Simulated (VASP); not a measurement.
Ir under changes of volume

One of the cells (14.147 Å³/atom); the others are scaled copies at fixed shape and fractional positions:

```
Ir
1.0
     2.71136    0.00000    0.00000
    -1.35568    2.34810    0.00000
     0.00000    0.00000    4.44414
Ir
2
Direct
  0.33333 0.66667 0.25000
  0.66667 0.33333 0.75000
```

This isn't the form of Ir at room conditions, which is fcc.

- Program: VASP 6.6.1
- Functional: PBEsol
- Potentials or basis: VASP PAW PBE potentials, release 64 (Ir)
- Cutoff: 520 eV
- k mesh: 10 × 10 × 6
- Occupations: fermi-dirac, width 0.05 eV
- Spin: no spin polarisation

```csv
volume (Å³/atom),energy over the lowest point (meV/atom),pressure (GPa)
13.581,?,?
13.864,7.23,8.3
14.147,0.00,0.1
14.430,6.36,-7.2
14.713,24.71,-13.6
```

Task: What does the run at 13.581 Å³/atom give?

Result: Energy over the lowest point 29.81 meV/atom; pressure 17.6 GPa.

Worked out: A Birch-Murnaghan fit of order 2 (a polynomial in V^(-2/3)) to the other rows has its minimum at 14.15 Å³/atom with B0 = V·E''(V) = 379 GPa at fixed shape and positions, which overstates the stiffness. It gives 29.23 meV/atom at 13.581 Å³/atom, against the run's 29.81, and -dE/dV = 17.0 GPa, against 17.6.

Energies are extrapolated to zero smearing.

Caveats: the PAW data sets were made with another functional, which shifts forces and pressure a little.
